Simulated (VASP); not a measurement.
Input of a VASP 6.6.1 run:

Contents of INCAR:

```
PREC = Accurate ; ENCUT = 520
EDIFF = 1E-7 ; ISMEAR = -1
SIGMA = 0.05 ; LREAL = F
LASPH = T ; NELM = 80
ALGO = Normal ; ISIF = 2
LWAVE = F ; LCHARG = T
GGA = PE ; LELF = T
LVHAR = T ; NBANDS = 42
```

KPOINTS

```
regular mesh
0
Gamma
  12 12 2
```

File POSCAR:

```
Cu
1.0
    2.5036582226      0.0000000000      0.0000000000
   -1.2518291113      2.1682316232      0.0000000000
    0.0000000000      0.0000000000     24.5755892700
Cu
6
Direct
    0.3287510000      0.6671720000      0.7094670000
    0.6511870000      0.3224660000      0.5448450000
   -0.0017960000     -0.0043580000      0.6272460000
    0.3300140000      0.6600420000      0.4571830000
    0.6673370000      0.3326460000      0.2898910000
    0.0143780000      0.0006410000      0.3742170000
```

Potentials or basis: VASP PAW PBE potentials, release 64 (Cu).

The run is started by

```sh
$ cat potpaw_PBE.64/Cu/POTCAR > POTCAR
$ mpirun -np 1 vasp_std > vasp.out
```

What does it give for the largest force?

0.554 eV/Å.

What does it give for the band gap on the k mesh?

None (metal or under the smearing width).

Forces in eV/Å, atoms in the order of the input:
```
Cu   0.014 -0.009  0.458
Cu   0.043  0.020 -0.552
Cu  -0.042 -0.005  0.004
Cu   0.018  0.007  0.473
Cu   0.027  0.004 -0.212
Cu  -0.059 -0.017 -0.171
```
